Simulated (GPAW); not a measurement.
# GaAs (F-43m) in GPAW: a series of runs, part 2 of 2

GPAW 26.7.0. Earlier steps stand in the parts before.

## 5. Band structure, MS2, spin-orbit coupling, no magnetisation

The input, run.py:

```python
import numpy as np
import spglib
from ase import Atoms
from ase.dft.bandgap import bandgap
from ase.io import read, write
from ase.units import GPa
from gpaw import GPAW, PW
from gpaw.spinorbit import soc_eigenstates

atoms = read('GaAs.cif')
cell, positions, numbers = spglib.find_primitive(
    (atoms.cell[:], atoms.get_scaled_positions(), atoms.numbers), symprec=1e-4)
atoms = Atoms(numbers, cell=cell, scaled_positions=positions, pbc=True)

calc = GPAW(mode=PW(600),
            xc='MGGA_X_MS2+GGA_C_REGTPSS',
            kpts={'size': (8, 8, 8), 'gamma': True},
            occupations={'name': 'fermi-dirac', 'width': 0.05},
            nbands=11,
            convergence={'density': 1e-05, 'energy': 1e-05},
            maxiter=150,
            txt='gpaw.txt')
atoms.calc = calc
energy = atoms.get_potential_energy()
forces = atoms.get_forces()
stress = atoms.get_stress()
calc.write('gs.gpw')
write('result.traj', atoms)
print(f'Energy: {energy:.6f} eV')
print('Forces (eV/A):')
print(forces.round(4))
print('Stress (GPa):', (stress / GPa).round(3))
print('Fermi level:', round(calc.get_fermi_level(), 4), 'eV')
print(f'Gap: {bandgap(calc)[0]:.4f} eV, direct: {bandgap(calc, direct=True)[0]:.4f} eV')

path = atoms.cell.bandpath('GXWKGLUWLK,UX', npoints=100, eps=1e-4)
bs_calc = calc.fixed_density(kpts=path, symmetry='off', nbands=21,
                             convergence={'bands': 'CBM+6.0', 'eigenstates': 1e-6}, txt='bands.txt')
bs = bs_calc.band_structure()
bs.write('bs.json')
print(f'Gap on the path: {bandgap(bs_calc)[0]:.4f} eV')

soc = soc_eigenstates(bs_calc, theta=54.7, phi=45, ignore_xc_potential=True)
np.savetxt('soc_bands.dat', soc.eigenvalues(), fmt='%.4f')
mesh = soc_eigenstates('gs.gpw', theta=54.7, phi=45, ignore_xc_potential=True)
np.savetxt('soc_mesh.dat', mesh.eigenvalues(), fmt='%.4f')
print('Fermi level with spin-orbit coupling:', round(mesh.fermi_level, 4), 'eV')
```

The input, GaAs.cif:

```cif
data_GaAs
_cell_length_a 5.65370000
_cell_length_b 5.65370000
_cell_length_c 5.65370000
_cell_angle_alpha 90.00000000
_cell_angle_beta 90.00000000
_cell_angle_gamma 90.00000000
_space_group_name_H-M_alt 'F-43m'
_space_group_name_Hall 'F -4 2 3'
_space_group_IT_number 216
loop_
_space_group_symop_operation_xyz
'x,y,z'
'y,-x,-z'
'-x,-y,z'
'-y,x,-z'
'x,-y,-z'
'y,x,z'
'-x,y,-z'
'-y,-x,z'
'z,x,y'
'-z,y,-x'
'z,-x,-y'
'-z,-y,x'
'-z,x,-y'
'z,y,x'
'-z,-x,y'
'z,-y,-x'
'y,z,x'
'-x,-z,y'
'-y,z,-x'
'x,-z,-y'
'-y,-z,x'
'x,z,y'
'y,-z,-x'
'-x,z,-y'
'x,y+1/2,z+1/2'
'y,-x+1/2,-z+1/2'
'-x,-y+1/2,z+1/2'
'-y,x+1/2,-z+1/2'
'x,-y+1/2,-z+1/2'
'y,x+1/2,z+1/2'
'-x,y+1/2,-z+1/2'
'-y,-x+1/2,z+1/2'
'z,x+1/2,y+1/2'
'-z,y+1/2,-x+1/2'
'z,-x+1/2,-y+1/2'
'-z,-y+1/2,x+1/2'
'-z,x+1/2,-y+1/2'
'z,y+1/2,x+1/2'
'-z,-x+1/2,y+1/2'
'z,-y+1/2,-x+1/2'
'y,z+1/2,x+1/2'
'-x,-z+1/2,y+1/2'
'-y,z+1/2,-x+1/2'
'x,-z+1/2,-y+1/2'
'-y,-z+1/2,x+1/2'
'x,z+1/2,y+1/2'
'y,-z+1/2,-x+1/2'
'-x,z+1/2,-y+1/2'
'x+1/2,y,z+1/2'
'y+1/2,-x,-z+1/2'
'-x+1/2,-y,z+1/2'
'-y+1/2,x,-z+1/2'
'x+1/2,-y,-z+1/2'
'y+1/2,x,z+1/2'
'-x+1/2,y,-z+1/2'
'-y+1/2,-x,z+1/2'
'z+1/2,x,y+1/2'
'-z+1/2,y,-x+1/2'
'z+1/2,-x,-y+1/2'
'-z+1/2,-y,x+1/2'
'-z+1/2,x,-y+1/2'
'z+1/2,y,x+1/2'
'-z+1/2,-x,y+1/2'
'z+1/2,-y,-x+1/2'
'y+1/2,z,x+1/2'
'-x+1/2,-z,y+1/2'
'-y+1/2,z,-x+1/2'
'x+1/2,-z,-y+1/2'
'-y+1/2,-z,x+1/2'
'x+1/2,z,y+1/2'
'y+1/2,-z,-x+1/2'
'-x+1/2,z,-y+1/2'
'x+1/2,y+1/2,z'
'y+1/2,-x+1/2,-z'
'-x+1/2,-y+1/2,z'
'-y+1/2,x+1/2,-z'
'x+1/2,-y+1/2,-z'
'y+1/2,x+1/2,z'
'-x+1/2,y+1/2,-z'
'-y+1/2,-x+1/2,z'
'z+1/2,x+1/2,y'
'-z+1/2,y+1/2,-x'
'z+1/2,-x+1/2,-y'
'-z+1/2,-y+1/2,x'
'-z+1/2,x+1/2,-y'
'z+1/2,y+1/2,x'
'-z+1/2,-x+1/2,y'
'z+1/2,-y+1/2,-x'
'y+1/2,z+1/2,x'
'-x+1/2,-z+1/2,y'
'-y+1/2,z+1/2,-x'
'x+1/2,-z+1/2,-y'
'-y+1/2,-z+1/2,x'
'x+1/2,z+1/2,y'
'y+1/2,-z+1/2,-x'
'-x+1/2,z+1/2,-y'
loop_
_atom_site_label
_atom_site_type_symbol
_atom_site_symmetry_multiplicity
_atom_site_Wyckoff_symbol
_atom_site_fract_x
_atom_site_fract_y
_atom_site_fract_z
_atom_site_occupancy
As1 As 4 c 0.2500000000 0.2500000000 0.2500000000 1
Ga1 Ga 4 a 0.0000000000 0.0000000000 0.0000000000 1
```

Potentials or basis: GPAW PAW data sets (gpaw-data 1.2.1), pw.

Run with:

```sh
$ OMP_NUM_THREADS=1 python run.py
```

gpaw.txt:

```text
__  _  _
 | _ |_)|_||  |
 |__||  | ||/\| - 26.7.0

Input parameters:
  mode=PW(ecut=600.0),
  convergence={'density': 1e-05, 'energy': 1e-05},
  kpts=MonkhorstPack(size=(8, 8, 8), gamma=True),
  maxiter=150,
  nbands=11,
  occupations=Occupations(name='fermi-dirac', width=0.05),
  xc=XC(name='MGGA_X_MS2+GGA_C_REGTPSS')

Diagonalizing LCAO Hamiltonian
Converting LCAO to pw mode

           As

       Ga

Atoms  # Å, Bohr magnetons
|   | symbol |        x |        y |        z |    initial magnetic moments |
|---|--------|----------|----------|----------|-----------------------------|
| 0 |     As | 1.413425 | 1.413425 | 1.413425 | ( 0.0000,  0.0000,  0.0000) |
| 1 |     Ga | 0.000000 | 0.000000 | 0.000000 | ( 0.0000,  0.0000,  0.0000) |

Unit cell  # Å
| periodic |        x |        y |        z |  lengths |    angles |
|----------|----------|----------|----------|----------|-----------|
|      yes | 0.000000 | 2.826850 | 2.826850 | 3.997770 | 60.000000 |
|      yes | 2.826850 | 0.000000 | 2.826850 | 3.997770 | 60.000000 |
|      yes | 2.826850 | 2.826850 | 0.000000 | 3.997770 | 60.000000 |

Number of symmetries: 24
Symmetry operations  # r_c * U_cc + t_c -> r_c
|    | kind |            matrix            |
|----|------|------------------------------|
|  0 |  E   |  1, 0, 0,  0, 1, 0,  0, 0, 1 |
|  1 |  σ   |  1, 0, 0,  0, 0, 1,  0, 1, 0 |
|  2 |  σ   |  1, 0,-1,  0, 1,-1,  0, 0,-1 |
|  3 |  C3  |  1, 0,-1,  0, 0,-1,  0, 1,-1 |
|  4 |  C3  |  1,-1, 0,  0,-1, 1,  0,-1, 0 |
|  5 |  σ   |  1,-1, 0,  0,-1, 0,  0,-1, 1 |
|  6 |  σ   |  0, 1, 0,  1, 0, 0,  0, 0, 1 |
|  7 |  C3  |  0, 1, 0,  0, 0, 1,  1, 0, 0 |
|  8 |  C2  |  0, 1,-1,  1, 0,-1,  0, 0,-1 |
|  9 |  S4  |  0, 1,-1,  0, 0,-1,  1, 0,-1 |
| 10 |  C3  |  0, 0, 1,  1, 0, 0,  0, 1, 0 |
| 11 |  σ   |  0, 0, 1,  0, 1, 0,  1, 0, 0 |
| 12 |  S4  |  0, 0,-1,  1, 0,-1,  0, 1,-1 |
| 13 |  C3  |  0, 0,-1,  0, 1,-1,  1, 0,-1 |
| 14 |  S4  |  0,-1, 1,  1,-1, 0,  0,-1, 0 |
| 15 |  C2  |  0,-1, 1,  0,-1, 0,  1,-1, 0 |
| 16 |  C3  |  0,-1, 0,  1,-1, 0,  0,-1, 1 |
| 17 |  S4  |  0,-1, 0,  0,-1, 1,  1,-1, 0 |
| 18 |  S4  | -1, 1, 0, -1, 0, 1, -1, 0, 0 |
| 19 |  C3  | -1, 1, 0, -1, 0, 0, -1, 0, 1 |
| 20 |  C3  | -1, 0, 1, -1, 1, 0, -1, 0, 0 |
| 21 |  S4  | -1, 0, 1, -1, 0, 0, -1, 1, 0 |
| 22 |  σ   | -1, 0, 0, -1, 1, 0, -1, 0, 1 |
| 23 |  C2  | -1, 0, 0, -1, 0, 1, -1, 1, 0 |

BZ-sampling:
  Number of BZ points: 512
  Number of IBZ points: 29

  Monkhorst-Pack size: [8, 8, 8]
  Monkhorst-Pack shift: [0.0625, 0.0625, 0.0625]

K-points  # in reciprocal-cell coordinates
|     |                                coordinates |     weight |
|-----|--------------------------------------------|------------|
[... 82 lines left out ...]

    Using partial waves for Ga as LCAO basis

Reference energy: -114387.645129  # eV

eigensolver:
  PPCG
  Converge bands: occupied
  niter=2

density mixing:
  MSR1-Mixer
  Pratt-step length: 0.05
  Maximum mixing coefficient: 0.75
  Old densities: 10
  SVD Regularization: 0.005
  Good broyden scale: 1.0
  Trust region scale: 1.0
  Backstep threshold: 4.0
  History deletion threshold: 6.0
  Fourier metric: weight=20.0, sigma=0.015

occupation numbers:
  Fermi-Dirac:
    width: 0.0500  # eV

poisson solver:
  ecut: 4800.0  # eV

xc functional:
  name: MGGA_X_MS2+GGA_C_REGTPSS with 2 nearest neighbor stencil

convergence criteria:
- Maximum integral of absolute [dens]ity change: 1e-05 electrons / valence electron
- Maximum [total energy] change in last 3 cyles: 1e-05 eV / valence electron
- Maximum integral of absolute [eigenst]ate change: 4e-08 eV^2 / valence electron
maximum number of iterations: 150

SCF iterations
|iter     | |      energy | eigst |  dens |
|---------|-|-------------|-------|-------|
|iter:   1| |  -13.672087 | -0.59 |       |
|iter:   2| |   -9.362409 | -1.10 | -0.93 |
|iter:   3| |   -9.937708 | -0.80 | -0.93 |
|iter:   4| |   -9.348017 | -1.02 | -0.57 |
|iter:   5| |   -9.391768 | -2.72 | -1.37 |
|iter:   6| |   -9.393605 | -3.04 | -1.98 |
|iter:   7| |   -9.391109 | -3.80 | -1.87 |
|iter:   8| |   -9.391210 | -5.08 | -2.75 |
|iter:   9| |   -9.391216 | -6.28 | -3.51 |
|iter:  10| |   -9.391217c| -7.40 | -4.13 |
|iter:  11| |   -9.391217c| -7.62c| -4.49 |
|iter:  12| |   -9.391217c| -8.28c| -5.28c|

Converged in 12 steps
Energy contributions relative to reference atoms: (reference = -114387.645129)

Energy contributions:
  Kinetic:          20.574530
  Coulomb:         -17.699739
  Zero:             -0.050920
  External:          0.000000
  Xc:              -12.215088
  Entropy:          -0.000000
  Spinorbit:         0.000000
  ----------------------------
  Free energy:      -9.391217
  Extrapolated:     -9.391217

dipole moment: (-17.854821, -17.854821, -17.854821)  # |e|*Ang

Fermi level: 5.213
Eigenvalues  # (at kpt = [0.000, 0.000, 0.000])
| band index |      eig [eV] | occ [0-2] |
|------------|---------------|-----------|
|          0 |        -8.132 |     2.000 |
|          1 |         4.692 |     2.000 |
|          2 |         4.692 |     2.000 |
|          3 |         4.692 |     2.000 |
|          4 |         5.677 |     0.000 |
|          5 |         8.708 |     0.000 |
|          6 |         8.708 |     0.000 |
|          7 |         8.708 |     0.000 |
|          8 |        12.429 |     0.000 |
|          9 |        15.063 |     0.000 |
|         10 |        15.063 |     0.000 |

Gap: 0.984 eV
Transition (v -> c):
  (s=0, k=0, n=3, [0.00, 0.00, 0.00]) -> (s=0, k=0, n=4, [0.00, 0.00, 0.00])
No difference between direct/indirect transitions

Forces  # eV/Ang
|        x |        y |       z |
|----------|----------|---------|
| -0.00000 | -0.00000 | 0.00000 |  # As   0
|  0.00000 |  0.00000 | 0.00000 |  # Ga   1

Stress tensor  # eV/Ang^3
|         x |         y |         z |
|-----------|-----------|-----------|
| -0.008442 |  0.000000 |  0.000000 |
|  0.000000 | -0.008442 |  0.000000 |
|  0.000000 |  0.000000 | -0.008442 |

# Writing to gs.gpw (mode='')
```

Run time: 1.8 min. Hardware: 1 thread of Arm Neoverse V1, shared host; peak memory 0.35 GiB.

What came out:

| Property | Result |
| --- | --- |
| Free energy | -9.3912 eV |
| Pressure | 1.4 GPa |
| Band gap on the k mesh | 0.87 eV, direct |
| Band gap along the path | 0.87 eV, direct |

Levels at the corners of the path, in eV from the valence-band top:
| point | band 5 | band 6 | band 7 | band 8 | band 9 | band 10 | band 11 | band 12 |
| --- | --- | --- | --- | --- | --- | --- | --- | --- |
| Γ | 0.00 | 0.00 | 0.00 | 0.00 | 0.87 | 0.87 | 3.78 | 3.78 |
| X | -2.82 | -2.82 | -2.74 | -2.74 | 1.49 | 1.49 | 1.76 | 1.76 |
| W | -3.73 | -3.60 | -3.46 | -3.42 | 4.69 | 4.74 | 4.90 | 5.00 |
| K | -4.01 | -3.95 | -2.36 | -2.36 | 2.05 | 2.05 | 4.76 | 4.82 |
| Γ | 0.00 | 0.00 | 0.00 | 0.00 | 0.87 | 0.87 | 3.78 | 3.78 |
| L | -1.36 | -1.36 | -1.14 | -1.14 | 1.21 | 1.21 | 4.75 | 4.75 |
| U | -4.01 | -3.95 | -2.36 | -2.36 | 2.05 | 2.05 | 4.76 | 4.82 |
| W | -3.73 | -3.60 | -3.46 | -3.42 | 4.69 | 4.74 | 4.90 | 5.00 |
| L | -1.36 | -1.36 | -1.14 | -1.14 | 1.21 | 1.21 | 4.75 | 4.75 |
| K | -4.01 | -3.95 | -2.36 | -2.36 | 2.05 | 2.05 | 4.76 | 4.82 |
| U | -4.01 | -3.95 | -2.36 | -2.36 | 2.05 | 2.05 | 4.76 | 4.82 |
| X | -2.82 | -2.82 | -2.74 | -2.74 | 1.49 | 1.49 | 1.76 | 1.76 |

Caveat: spin-orbit coupling was added after a scalar SCF, so levels and gaps hold it while energy, forces, pressure and moments don't; this program's spin-orbit splittings come out too wide for heavy elements; the PAW data sets were made with another functional, which shifts forces and pressure a little.

## 6. Band structure, mBEEF, spin-orbit coupling, no magnetisation

Changes to run.py since step 5:

```diff
@@ -15,3 +15,3 @@
 calc = GPAW(mode=PW(600),
-            xc='MGGA_X_MS2+GGA_C_REGTPSS',
+            xc='mBEEF',
             kpts={'size': (8, 8, 8), 'gamma': True},
@@ -35,3 +35,3 @@
 
-path = atoms.cell.bandpath('GXWKGLUWLK,UX', npoints=100, eps=1e-4)
+path = atoms.cell.bandpath('GXWKGLUWLK,UX', npoints=80, eps=1e-4)
 bs_calc = calc.fixed_density(kpts=path, symmetry='off', nbands=21,
@@ -42,5 +42,5 @@
 
-soc = soc_eigenstates(bs_calc, theta=54.7, phi=45, ignore_xc_potential=True)
+soc = soc_eigenstates(bs_calc, theta=0, phi=0, ignore_xc_potential=True)
 np.savetxt('soc_bands.dat', soc.eigenvalues(), fmt='%.4f')
-mesh = soc_eigenstates('gs.gpw', theta=54.7, phi=45, ignore_xc_potential=True)
+mesh = soc_eigenstates('gs.gpw', theta=0, phi=0, ignore_xc_potential=True)
 np.savetxt('soc_mesh.dat', mesh.eigenvalues(), fmt='%.4f')
```

GaAs.cif is that of step 5.

Potentials or basis: GPAW PAW data sets (gpaw-data 1.2.1), pw.

Run with:

```sh
$ OMP_NUM_THREADS=1 python run.py
```

Wall time 1.9 min (1 thread of Arm Neoverse V1, shared host); peak memory 0.33 GiB.

Results (log left out):

| Property | Result |
| --- | --- |
| Free energy | -143.5377 eV |
| Pressure | 1.3 GPa |
| Band gap on the k mesh | 0.88 eV, direct |
| Band gap along the path | 0.88 eV, direct |

Levels at the corners of the path, in eV from the valence-band top:
| point | band 6 | band 7 | band 8 | band 9 | band 10 | band 11 |
| --- | --- | --- | --- | --- | --- | --- |
| Γ | 0.00 | 0.00 | 0.00 | 0.88 | 0.88 | 3.86 |
| X | -2.83 | -2.74 | -2.74 | 1.87 | 1.87 | 2.02 |
| W | -3.54 | -3.40 | -3.36 | 4.90 | 5.09 | 5.16 |
| K | -3.87 | -2.37 | -2.36 | 2.35 | 2.35 | 5.01 |
| Γ | 0.00 | 0.00 | 0.00 | 0.88 | 0.88 | 3.86 |
| L | -1.37 | -1.16 | -1.16 | 1.34 | 1.34 | 4.92 |
| U | -3.87 | -2.37 | -2.36 | 2.35 | 2.35 | 5.01 |
| W | -3.54 | -3.40 | -3.36 | 4.90 | 5.09 | 5.16 |
| L | -1.37 | -1.16 | -1.16 | 1.34 | 1.34 | 4.92 |
| K | -3.87 | -2.37 | -2.36 | 2.35 | 2.35 | 5.01 |
| U | -3.87 | -2.37 | -2.36 | 2.35 | 2.35 | 5.01 |
| X | -2.83 | -2.74 | -2.74 | 1.87 | 1.87 | 2.02 |

Caveat: spin-orbit coupling was added after a scalar SCF, so levels and gaps hold it while energy, forces, pressure and moments don't; this program's spin-orbit splittings come out too wide for heavy elements; the PAW data sets were made with another functional, which shifts forces and pressure a little.

## 7. Summary

```tsv
task	level	spin	k mesh for the Wannier functions	dis froz max	extra bands	num iter	band path	gap on the mesh (eV)	pressure (GPa)
wannier90	mBEEF	off	6 × 6 × 6	0.5	8	200	GXWKGLUWLK,UX	1.00	1.3
equation of state	M06-L	off	-	-	-	-	-	-	-
equation of state	SCAN+D3(BJ)	off	-	-	-	-	-	-	-
band structure	MS2	SOC, no magnetisation	-	-	-	-	GXWKGLUWLK,UX	0.87	1.4
band structure	mBEEF	SOC, no magnetisation	-	-	-	-	GXWKGLUWLK,UX	0.88	1.3
```

Alike in all rows: potentials or basis GPAW PAW data sets (gpaw-data 1.2.1), pw; cell as given; k mesh 8 × 8 × 8; cutoff (eV) 600; smearing fermi-dirac 0.05 eV.

Caveats: the PAW data sets were made with another functional, which shifts forces and pressure a little; spin-orbit coupling was added after a scalar SCF, so levels and gaps hold it while energy, forces, pressure and moments don't (some runs); this program's spin-orbit splittings come out too wide for heavy elements (some runs); in doubt: disentanglement not converged (some runs); the points scatter about the fit (some runs).

Total energies depend on the potentials used, so only differences within one code and one set of settings carry meaning.

## 8. Against experiment

Step 2. A measured gap of GaAs is 1.418 eV (direct; 300 K; “Evidence of valence band perturbations in GaAsN/GaAs(001): A combined variable-angle spectroscopic ellipsometry and modulated photoreflectance investigation”, 2008, arxiv:0805.2212); the calculated 1.00 eV misses it by -0.42 eV. 3 values of this kind are on record (1.412 to 1.51 eV); this one was drawn at random among those near their median, those with a stated uncertainty first. Spin-orbit coupling on As, Ga is left out. The value is that of mBEEF, without temperature or zero-point motion.

Step 5. A measured gap of GaAs is 1.418 eV (direct; 300 K; “Evidence of valence band perturbations in GaAsN/GaAs(001): A combined variable-angle spectroscopic ellipsometry and modulated photoreflectance investigation”, 2008, arxiv:0805.2212); the calculated 0.87 eV misses it by -0.55 eV. 3 values of this kind are on record (1.412 to 1.51 eV); this one was drawn at random among those near their median, those with a stated uncertainty first. The value is that of MS2, without temperature or zero-point motion.

Step 6. Against the measured gap of GaAs, 1.412 eV (direct; 300 K; “Evidence of valence band perturbations in GaAsN/GaAs(001): A combined variable-angle spectroscopic ellipsometry and modulated photoreflectance investigation”, 2008, arxiv:0805.2212), the calculated 0.88 eV is off by -0.53 eV. 3 values of this kind are on record (1.412 to 1.51 eV); this one was drawn at random among those near their median, those with a stated uncertainty first. The value is that of mBEEF, without temperature or zero-point motion.
